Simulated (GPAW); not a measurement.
Write an ASE script for GPAW 26.7.0 that does the following.

```
Task                      : band structure
Functional                : TPSS
Potentials or basis       : GPAW PAW data sets (gpaw-data 1.2.1)
Cutoff                    : 800 eV
Basis                     : pw
k mesh                    : 8 × 8 × 8
Occupations               : fermi-dirac, width 0.05 eV
Spin                      : spin-orbit coupling, no magnetisation
Eigensolver               : davidson
Maxiter                   : 150
Band path                 : GXWKGLUWLK,UX
Band points               : 60
spin axis theta (degrees) : 0
spin axis phi (degrees)   : 0
Soc after scf             : second variation without the xc potential
```

BAs:

```xyz
2
Lattice="0.0000 2.3885 2.3885 2.3885 0.0000 2.3885 2.3885 2.3885 0.0000" Properties=species:S:1:pos:R:3 pbc="T T T"
As    1.1943    1.1943    1.1943
B     0.0000    0.0000    0.0000
```

The input as run:

run.py

```python
import numpy as np
from ase.dft.bandgap import bandgap
from ase.io import write
from ase.spacegroup import crystal
from ase.units import GPa
from gpaw import GPAW, PW
from gpaw.spinorbit import soc_eigenstates

# As 4c
# B 4a
atoms = crystal(['As', 'B'],
                basis=[[0.25, 0.25, 0.25],
                       [0.0, 0.0, 0.0]],
                spacegroup=216, setting=1,  # F-43m
                cellpar=[4.777, 4.777, 4.777, 90.0, 90.0, 90.0],
                primitive_cell=True)

calc = GPAW(mode=PW(800),
            xc='MGGA_X_TPSS+MGGA_C_TPSS',
            kpts={'size': (8, 8, 8), 'gamma': True},
            occupations={'name': 'fermi-dirac', 'width': 0.05},
            nbands=11,
            convergence={'density': 1e-05, 'energy': 1e-05},
            eigensolver='davidson',
            maxiter=150,
            txt='gpaw.txt')
atoms.calc = calc
energy = atoms.get_potential_energy()
forces = atoms.get_forces()
stress = atoms.get_stress()
calc.write('gs.gpw')
write('result.traj', atoms)
print(f'Energy: {energy:.6f} eV')
print('Forces (eV/A):')
print(forces.round(4))
print('Stress (GPa):', (stress / GPa).round(3))
print('Fermi level:', round(calc.get_fermi_level(), 4), 'eV')
print(f'Gap: {bandgap(calc)[0]:.4f} eV, direct: {bandgap(calc, direct=True)[0]:.4f} eV')

path = atoms.cell.bandpath('GXWKGLUWLK,UX', npoints=60, eps=1e-4)
bs_calc = calc.fixed_density(kpts=path, symmetry='off', nbands=19,
                             convergence={'bands': 'CBM+6.0', 'eigenstates': 1e-6}, txt='bands.txt')
bs = bs_calc.band_structure()
bs.write('bs.json')
print(f'Gap on the path: {bandgap(bs_calc)[0]:.4f} eV')

soc = soc_eigenstates(bs_calc, theta=0, phi=0, ignore_xc_potential=True)
np.savetxt('soc_bands.dat', soc.eigenvalues(), fmt='%.4f')
mesh = soc_eigenstates('gs.gpw', theta=0, phi=0, ignore_xc_potential=True)
np.savetxt('soc_mesh.dat', mesh.eigenvalues(), fmt='%.4f')
print('Fermi level with spin-orbit coupling:', round(mesh.fermi_level, 4), 'eV')
```

Potentials or basis: GPAW PAW data sets (gpaw-data 1.2.1), pw.

Run with:

```console
$ OMP_NUM_THREADS=1 python run.py
```

It gave:

```
Pressure                : 2.6 GPa
Band gap on the k mesh  : 1.12 eV, indirect (least direct gap 3.18 eV)
Band gap along the path : 1.12 eV, indirect (least direct gap 3.18 eV)
```

Caveat: spin-orbit coupling was added after a scalar SCF, so levels and gaps hold it while energy, forces, pressure and moments don't; this program's spin-orbit splittings come out too wide for heavy elements; the PAW data sets were made with another functional, which shifts forces and pressure a little.

Wall time 72 s on 1 thread of Arm Neoverse V2, with other jobs on the host, peak memory 0.28 GiB.
